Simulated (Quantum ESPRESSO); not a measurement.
MgS under changes of volume

One of the cells (22.740 Å³/atom); the others are scaled copies at fixed shape and fractional positions:

```xyz
2
Lattice="0.0000 2.8331 2.8331 2.8331 0.0000 2.8331 2.8331 2.8331 0.0000" Properties=species:S:1:pos:R:3 pbc="T T T"
S     1.4166    1.4166    1.4166
Mg    0.0000    0.0000    0.0000
```

The cell comes from a database or a generator and needn't be the stable form of this composition.

- Program: Quantum ESPRESSO 7.5
- Functional: r2SCAN
- Potentials or basis: SG15 PBE 1.2
- Cutoff: 952 eV
- Density cutoff: 3810 eV
- k mesh: 6 × 6 × 6
- Occupations: fermi-dirac, width 0.05 eV
- Spin: no spin polarisation

```csv
volume (Å³/atom),energy over the lowest point (meV/atom),pressure (GPa),gap on the mesh (eV)
21.376,21.02,4.5,4.30
21.831,9.96,2.9,4.27
22.285,?,?,?
22.740,0.00,0.2,4.05
23.195,0.44,-0.9,3.95
23.650,3.99,-2.0,3.85
24.105,10.37,-2.9,3.76
```

What does the run at 22.285 Å³/atom give?

Energy over the lowest point 3.06 meV/atom; pressure 1.5 GPa; gap on the mesh 4.16 eV.

Worked out: A Birch-Murnaghan fit of order 3 (a polynomial in V^(-2/3)) to the other rows has its minimum at 22.91 Å³/atom with B0 = V·E''(V) = 59 GPa and B' = 3.9. It gives 3.08 meV/atom at 22.285 Å³/atom, against the run's 3.06, and -dE/dV = 1.7 GPa, against 1.5. A parabola through the other rows of the gap, of slope -4.42 eV per unit of ln V there, gives 4.15 eV, against the run's 4.16.

Energies are extrapolated to zero smearing.

Caveats: the potentials were made for another functional, which shifts forces and pressure.

A mesh can miss the band edges.
